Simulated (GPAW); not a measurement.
# Pd (Fm-3m) in GPAW: single point with PBE

Aim: the single point of Pd with PBE.

Everything below comes from runs of GPAW 26.7.0. Logs are shortened: lines on timing, memory, paths and dates and some standing lists are left out, and cuts for length are marked. The log counts tension as positive stress, the text compression.

**1. Starting point**

The structure is cubic, space group Fm-3m (No. 225). Conventional cell: a = 3.893 Å, b = 3.893 Å, c = 3.893 Å, α = 90.00°, β = 90.00°, γ = 90.00°. Around Pd (site symmetry m-3m) lie 12 Pd at 2.75 Å.

**2. Single point, PBE**

run.py

```python
from ase.dft.bandgap import bandgap
from ase.io import read, write
from ase.units import GPa
from gpaw import GPAW, PW

atoms = read('Pd.cif')

calc = GPAW(mode=PW(400),
            xc='PBE',
            kpts={'size': (6, 6, 6), 'gamma': True},
            occupations={'name': 'fermi-dirac', 'width': 0.05},
            nbands=54,
            convergence={'density': 1e-05, 'energy': 1e-05},
            maxiter=50,
            txt='gpaw.txt')
atoms.calc = calc
energy = atoms.get_potential_energy()
forces = atoms.get_forces()
stress = atoms.get_stress()
calc.write('gs.gpw')
write('result.traj', atoms)
print(f'Energy: {energy:.6f} eV')
print('Forces (eV/A):')
print(forces.round(4))
print('Stress (GPa):', (stress / GPa).round(3))
print('Fermi level:', round(calc.get_fermi_level(), 4), 'eV')
print(f'Gap: {bandgap(calc)[0]:.4f} eV, direct: {bandgap(calc, direct=True)[0]:.4f} eV')
```

Pd.cif

```cif
data_Pd
_cell_length_a 3.89300000
_cell_length_b 3.89300000
_cell_length_c 3.89300000
_cell_angle_alpha 90.00000000
_cell_angle_beta 90.00000000
_cell_angle_gamma 90.00000000
_space_group_name_H-M_alt 'Fm-3m'
_space_group_name_Hall '-F 4 2 3'
_space_group_IT_number 225
loop_
_space_group_symop_operation_xyz
'x,y,z'
'-x,-y,-z'
'-y,x,z'
'y,-x,-z'
'-x,-y,z'
'x,y,-z'
'y,-x,z'
'-y,x,-z'
'x,-y,-z'
'-x,y,z'
'-y,-x,-z'
'y,x,z'
'-x,y,-z'
'x,-y,z'
'y,x,-z'
'-y,-x,z'
'z,x,y'
'-z,-x,-y'
'z,-y,x'
'-z,y,-x'
'z,-x,-y'
'-z,x,y'
'z,y,-x'
'-z,-y,x'
'-z,x,-y'
'z,-x,y'
'-z,-y,-x'
'z,y,x'
'-z,-x,y'
'z,x,-y'
'-z,y,x'
'z,-y,-x'
'y,z,x'
'-y,-z,-x'
'x,z,-y'
'-x,-z,y'
'-y,z,-x'
'y,-z,x'
'-x,z,y'
'x,-z,-y'
'-y,-z,x'
'y,z,-x'
'-x,-z,-y'
'x,z,y'
'y,-z,-x'
'-y,z,x'
'x,-z,y'
'-x,z,-y'
'x,y+1/2,z+1/2'
'-x,-y+1/2,-z+1/2'
'-y,x+1/2,z+1/2'
[... 62 lines left out ...]
'-z+1/2,-x,-y+1/2'
'z+1/2,-y,x+1/2'
'-z+1/2,y,-x+1/2'
'z+1/2,-x,-y+1/2'
'-z+1/2,x,y+1/2'
'z+1/2,y,-x+1/2'
'-z+1/2,-y,x+1/2'
'-z+1/2,x,-y+1/2'
'z+1/2,-x,y+1/2'
'-z+1/2,-y,-x+1/2'
'z+1/2,y,x+1/2'
'-z+1/2,-x,y+1/2'
'z+1/2,x,-y+1/2'
'-z+1/2,y,x+1/2'
'z+1/2,-y,-x+1/2'
'y+1/2,z,x+1/2'
'-y+1/2,-z,-x+1/2'
'x+1/2,z,-y+1/2'
'-x+1/2,-z,y+1/2'
'-y+1/2,z,-x+1/2'
'y+1/2,-z,x+1/2'
'-x+1/2,z,y+1/2'
'x+1/2,-z,-y+1/2'
'-y+1/2,-z,x+1/2'
'y+1/2,z,-x+1/2'
'-x+1/2,-z,-y+1/2'
'x+1/2,z,y+1/2'
'y+1/2,-z,-x+1/2'
'-y+1/2,z,x+1/2'
'x+1/2,-z,y+1/2'
'-x+1/2,z,-y+1/2'
'x+1/2,y+1/2,z'
'-x+1/2,-y+1/2,-z'
'-y+1/2,x+1/2,z'
'y+1/2,-x+1/2,-z'
'-x+1/2,-y+1/2,z'
'x+1/2,y+1/2,-z'
'y+1/2,-x+1/2,z'
'-y+1/2,x+1/2,-z'
'x+1/2,-y+1/2,-z'
'-x+1/2,y+1/2,z'
'-y+1/2,-x+1/2,-z'
'y+1/2,x+1/2,z'
'-x+1/2,y+1/2,-z'
'x+1/2,-y+1/2,z'
'y+1/2,x+1/2,-z'
'-y+1/2,-x+1/2,z'
'z+1/2,x+1/2,y'
'-z+1/2,-x+1/2,-y'
'z+1/2,-y+1/2,x'
'-z+1/2,y+1/2,-x'
'z+1/2,-x+1/2,-y'
'-z+1/2,x+1/2,y'
'z+1/2,y+1/2,-x'
'-z+1/2,-y+1/2,x'
'-z+1/2,x+1/2,-y'
'z+1/2,-x+1/2,y'
'-z+1/2,-y+1/2,-x'
'z+1/2,y+1/2,x'
'-z+1/2,-x+1/2,y'
'z+1/2,x+1/2,-y'
'-z+1/2,y+1/2,x'
'z+1/2,-y+1/2,-x'
'y+1/2,z+1/2,x'
'-y+1/2,-z+1/2,-x'
'x+1/2,z+1/2,-y'
'-x+1/2,-z+1/2,y'
'-y+1/2,z+1/2,-x'
'y+1/2,-z+1/2,x'
'-x+1/2,z+1/2,y'
'x+1/2,-z+1/2,-y'
'-y+1/2,-z+1/2,x'
'y+1/2,z+1/2,-x'
'-x+1/2,-z+1/2,-y'
'x+1/2,z+1/2,y'
'y+1/2,-z+1/2,-x'
'-y+1/2,z+1/2,x'
'x+1/2,-z+1/2,y'
'-x+1/2,z+1/2,-y'
loop_
_atom_site_label
_atom_site_type_symbol
_atom_site_symmetry_multiplicity
_atom_site_Wyckoff_symbol
_atom_site_fract_x
_atom_site_fract_y
_atom_site_fract_z
_atom_site_occupancy
Pd1 Pd 4 a 0.0000000000 0.0000000000 0.0000000000 1
```

Potentials or basis: GPAW PAW data sets (gpaw-data 1.2.1), pw.

Started as:

```console
OMP_NUM_THREADS=1 python run.py
```

gpaw.txt:

```text
__  _  _
 | _ |_)|_||  |
 |__||  | ||/\| - 26.7.0

Input parameters:
  mode=PW(ecut=400.0),
  convergence={'density': 1e-05, 'energy': 1e-05},
  kpts=MonkhorstPack(size=(6, 6, 6), gamma=True),
  maxiter=50,
  nbands=54,
  occupations=Occupations(name='fermi-dirac', width=0.05),
  xc=XC(name='PBE')

Diagonalizing LCAO Hamiltonian
Converting LCAO to pw mode
   .---------.
  /|         |
 * |         |
 |Pd         |
 | |  Pd     |
 | .---------.
 |/    Pd   /
 Pd--------*

Atoms  # Å, Bohr magnetons
|   | symbol |        x |        y |        z |    initial magnetic moments |
|---|--------|----------|----------|----------|-----------------------------|
| 0 |     Pd | 0.000000 | 0.000000 | 0.000000 | ( 0.0000,  0.0000,  0.0000) |
| 1 |     Pd | 0.000000 | 1.946500 | 1.946500 | ( 0.0000,  0.0000,  0.0000) |
| 2 |     Pd | 1.946500 | 0.000000 | 1.946500 | ( 0.0000,  0.0000,  0.0000) |
| 3 |     Pd | 1.946500 | 1.946500 | 0.000000 | ( 0.0000,  0.0000,  0.0000) |

Unit cell  # Å
| periodic |        x |        y |        z |  lengths |    angles |
|----------|----------|----------|----------|----------|-----------|
|      yes | 3.893000 | 0.000000 | 0.000000 | 3.893000 | 90.000000 |
|      yes | 0.000000 | 3.893000 | 0.000000 | 3.893000 | 90.000000 |
|      yes | 0.000000 | 0.000000 | 3.893000 | 3.893000 | 90.000000 |

Number of symmetries: 48
Symmetry operations  # r_c * U_cc + t_c -> r_c
|    | kind |            matrix            |
|----|------|------------------------------|
|  0 |  E   |  1, 0, 0,  0, 1, 0,  0, 0, 1 |
|  1 |  σ   |  1, 0, 0,  0, 1, 0,  0, 0,-1 |
|  2 |  σ   |  1, 0, 0,  0, 0, 1,  0, 1, 0 |
|  3 |  C4  |  1, 0, 0,  0, 0, 1,  0,-1, 0 |
|  4 |  C4  |  1, 0, 0,  0, 0,-1,  0, 1, 0 |
|  5 |  σ   |  1, 0, 0,  0, 0,-1,  0,-1, 0 |
|  6 |  σ   |  1, 0, 0,  0,-1, 0,  0, 0, 1 |
|  7 |  C2  |  1, 0, 0,  0,-1, 0,  0, 0,-1 |
|  8 |  σ   |  0, 1, 0,  1, 0, 0,  0, 0, 1 |
|  9 |  C2  |  0, 1, 0,  1, 0, 0,  0, 0,-1 |
| 10 |  C3  |  0, 1, 0,  0, 0, 1,  1, 0, 0 |
| 11 |  S6  |  0, 1, 0,  0, 0, 1, -1, 0, 0 |
| 12 |  S6  |  0, 1, 0,  0, 0,-1,  1, 0, 0 |
| 13 |  C3  |  0, 1, 0,  0, 0,-1, -1, 0, 0 |
| 14 |  C4  |  0, 1, 0, -1, 0, 0,  0, 0, 1 |
| 15 |  S4  |  0, 1, 0, -1, 0, 0,  0, 0,-1 |
| 16 |  C3  |  0, 0, 1,  1, 0, 0,  0, 1, 0 |
| 17 |  S6  |  0, 0, 1,  1, 0, 0,  0,-1, 0 |
| 18 |  σ   |  0, 0, 1,  0, 1, 0,  1, 0, 0 |
| 19 |  C4  |  0, 0, 1,  0, 1, 0, -1, 0, 0 |
| 20 |  C2  |  0, 0, 1,  0,-1, 0,  1, 0, 0 |
| 21 |  S4  |  0, 0, 1,  0,-1, 0, -1, 0, 0 |
| 22 |  S6  |  0, 0, 1, -1, 0, 0,  0, 1, 0 |
| 23 |  C3  |  0, 0, 1, -1, 0, 0,  0,-1, 0 |
| 24 |  S6  |  0, 0,-1,  1, 0, 0,  0, 1, 0 |
| 25 |  C3  |  0, 0,-1,  1, 0, 0,  0,-1, 0 |
| 26 |  C4  |  0, 0,-1,  0, 1, 0,  1, 0, 0 |
| 27 |  σ   |  0, 0,-1,  0, 1, 0, -1, 0, 0 |
| 28 |  S4  |  0, 0,-1,  0,-1, 0,  1, 0, 0 |
| 29 |  C2  |  0, 0,-1,  0,-1, 0, -1, 0, 0 |
| 30 |  C3  |  0, 0,-1, -1, 0, 0,  0, 1, 0 |
| 31 |  S6  |  0, 0,-1, -1, 0, 0,  0,-1, 0 |
| 32 |  C4  |  0,-1, 0,  1, 0, 0,  0, 0, 1 |
| 33 |  S4  |  0,-1, 0,  1, 0, 0,  0, 0,-1 |
| 34 |  S6  |  0,-1, 0,  0, 0, 1,  1, 0, 0 |
| 35 |  C3  |  0,-1, 0,  0, 0, 1, -1, 0, 0 |
| 36 |  C3  |  0,-1, 0,  0, 0,-1,  1, 0, 0 |
| 37 |  S6  |  0,-1, 0,  0, 0,-1, -1, 0, 0 |
| 38 |  σ   |  0,-1, 0, -1, 0, 0,  0, 0, 1 |
| 39 |  C2  |  0,-1, 0, -1, 0, 0,  0, 0,-1 |
| 40 |  σ   | -1, 0, 0,  0, 1, 0,  0, 0, 1 |
| 41 |  C2  | -1, 0, 0,  0, 1, 0,  0, 0,-1 |
| 42 |  C2  | -1, 0, 0,  0, 0, 1,  0, 1, 0 |
| 43 |  S4  | -1, 0, 0,  0, 0, 1,  0,-1, 0 |
| 44 |  S4  | -1, 0, 0,  0, 0,-1,  0, 1, 0 |
| 45 |  C2  | -1, 0, 0,  0, 0,-1,  0,-1, 0 |
| 46 |  C2  | -1, 0, 0,  0,-1, 0,  0, 0, 1 |
| 47 |  i   | -1, 0, 0,  0,-1, 0,  0, 0,-1 |

BZ-sampling:
  Number of BZ points: 216
  Number of IBZ points: 20

  Monkhorst-Pack size: [6, 6, 6]
  Monkhorst-Pack shift: [0.08333333333333333, 0.08333333333333333, 0.08333333333333333]

K-points  # in reciprocal-cell coordinates
|     |                                coordinates |     weight |
|-----|--------------------------------------------|------------|
|   0 | (  0.00000000,   0.00000000,   0.00000000) | 0.00462963 |
|   1 | (  0.16666667,   0.00000000,   0.00000000) | 0.02777778 |
|   2 | (  0.16666667,   0.16666667,   0.00000000) | 0.05555556 |
|   3 | (  0.16666667,   0.16666667,   0.16666667) | 0.03703704 |
|   4 | (  0.33333333,   0.00000000,   0.00000000) | 0.02777778 |
|   5 | (  0.33333333,   0.16666667,   0.00000000) | 0.11111111 |
|   6 | (  0.33333333,   0.16666667,   0.16666667) | 0.11111111 |
|   7 | (  0.33333333,   0.33333333,   0.00000000) | 0.05555556 |
|   8 | (  0.33333333,   0.33333333,   0.16666667) | 0.11111111 |
|   9 | (  0.33333333,   0.33333333,   0.33333333) | 0.03703704 |
| ... |                                            |            |
|  19 | (  0.50000000,   0.50000000,   0.50000000) | 0.00462963 |

Plane wave coefficients: 1108
Cutoff: 400.0 eV

Spin-components: 1 (collinear spins)
Bands:           54
Projectors:      24
Spin-degeneracy: 2
Datatype:        complex128

Parallelization:
  kpt:    1
  domain: 1
  band:   1

Density:
  Valence electrons: 64.0
  Components: 1
  Grid points: [18 18 18]
  Charge: 0.0  # |e|

Potential:
  Grid points: [18 18 18]

species:
  Pd:
    name:    Palladium
    Z:       46.0
    valence: 16
    core:    30
    charge:  0.0  # [|e|]
    compensation charges:
      type: gauss
      rc: 0.38  # [Å]
      lmax: 2
    cutoffs:
      filter: 2.38  # [Å]
      core: 2.28  # [Å]
    projectors
    | kind |    occ | energy [eV] | rcut [Å] |
    |------|--------|-------------|----------|
    |   5s |  0.000 |      -3.315 |    1.228 |
    |   4p |  6.000 |     -51.209 |    1.360 |
    |   5p |  0.000 |      -0.314 |    1.360 |
    |   4d | 10.000 |      -4.047 |    1.228 |
    |    s |        |      23.896 |    1.228 |
    |    d |        |      23.165 |    1.228 |

    Using partial waves for Pd as LCAO basis

Reference energy: -548909.962872  # eV

eigensolver:
  PPCG
  Converge bands: occupied
  niter=2

density mixing:
  MSR1-Mixer
  Pratt-step length: 0.05
  Maximum mixing coefficient: 0.75
  Old densities: 10
  SVD Regularization: 0.005
  Good broyden scale: 1.0
  Trust region scale: 1.0
  Backstep threshold: 4.0
  History deletion threshold: 6.0
  Fourier metric: weight=20.0, sigma=0.015

occupation numbers:
  Fermi-Dirac:
    width: 0.0500  # eV

poisson solver:
  ecut: 3200.0  # eV

xc functional:
  name: PBE with 2 nearest neighbor stencil

convergence criteria:
- Maximum integral of absolute [dens]ity change: 1e-05 electrons / valence electron
- Maximum [total energy] change in last 3 cyles: 1e-05 eV / valence electron
- Maximum integral of absolute [eigenst]ate change: 4e-08 eV^2 / valence electron
maximum number of iterations: 50

SCF iterations
|iter     | |      energy | eigst |  dens |
|---------|-|-------------|-------|-------|
|iter:   1| |  -18.933958 | +0.22 |       |
|iter:   2| |  -18.350762 | -1.53 | -1.02 |
|iter:   3| |  -27.060330 | -0.16 | -1.03 |
|iter:   4| |  -15.819349 | -0.81 | -0.80 |
|iter:   5| |  -15.358148 | -1.76 | -1.50 |
|iter:   6| |  -15.322715 | -3.22 | -2.05 |
|iter:   7| |  -15.312735 | -3.83 | -2.32 |
|iter:   8| |  -15.311445 | -4.43 | -2.92 |
|iter:   9| |  -15.311456 | -5.21 | -3.80 |
|iter:  10| |  -15.311461c| -5.98 | -4.23 |
|iter:  11| |  -15.311461c| -6.80 | -5.30c|
|iter:  12| |  -15.311461c| -7.31 | -5.49c|
|iter:  13| |  -15.311461c| -7.83c| -6.16c|

Converged in 13 steps
Energy contributions relative to reference atoms: (reference = -548909.962872)

Energy contributions:
  Kinetic:          -5.232227
  Coulomb:         -12.503603
  Zero:             -0.434942
  External:          0.000000
  Xc:                2.905503
  Entropy:          -0.092385
  Spinorbit:         0.000000
  ----------------------------
  Free energy:     -15.357654
  Extrapolated:    -15.311461

dipole moment: (-23.111870, -23.111870, -23.111870)  # |e|*Ang

Fermi level: 9.484
Eigenvalues  # (at kpt = [0.000, 0.000, 0.000])
| band index |      eig [eV] | occ [0-2] |
|------------|---------------|-----------|
|          0 |       -40.571 |     2.000 |
|        ... |               |           |
|         19 |         6.655 |     2.000 |
|         20 |         6.655 |     2.000 |
|         21 |         6.655 |     2.000 |
|         22 |         8.263 |     2.000 |
|         23 |         8.263 |     2.000 |
|         24 |         9.444 |     1.378 |
|         25 |         9.444 |     1.378 |
|         26 |         9.444 |     1.378 |
|         27 |         9.793 |     0.004 |
|         28 |         9.793 |     0.004 |
|         29 |         9.793 |     0.004 |
|         30 |         9.793 |     0.004 |
|         31 |         9.793 |     0.004 |
|         32 |         9.793 |     0.004 |
|         33 |        12.833 |     0.000 |
|         34 |        12.833 |     0.000 |
|        ... |               |           |
|         53 |        31.995 |     0.000 |

No gap
No difference between direct/indirect transitions

Forces  # eV/Ang
|        x |        y |        z |
|----------|----------|----------|
| -0.00000 | -0.00000 | -0.00000 |  # Pd   0
| -0.00000 |  0.00000 |  0.00000 |  # Pd   1
|  0.00000 | -0.00000 |  0.00000 |  # Pd   2
|  0.00000 |  0.00000 | -0.00000 |  # Pd   3

Stress tensor  # eV/Ang^3
|         x |         y |         z |
|-----------|-----------|-----------|
| -0.027369 |  0.000000 |  0.000000 |
|  0.000000 | -0.027369 |  0.000000 |
|  0.000000 |  0.000000 | -0.027369 |

# Writing to gs.gpw (mode='')
```

It took 30 s on 1 thread of Arm Neoverse V2, shared host; peak memory 0.16 GiB.

The run converged, but some of its settings lie outside the range that counts as converged, so its numbers aren't taken as properties of the crystal.

Results:

| Quantity | Value |
| --- | --- |
| Free energy | -15.3577 eV |
| Pressure | 4.4 GPa |
| Band gap on the k mesh | none (metal or under the smearing width) |

Caveat: the cutoff is short for stress and forces, so pressures can be off by a GPa or more.
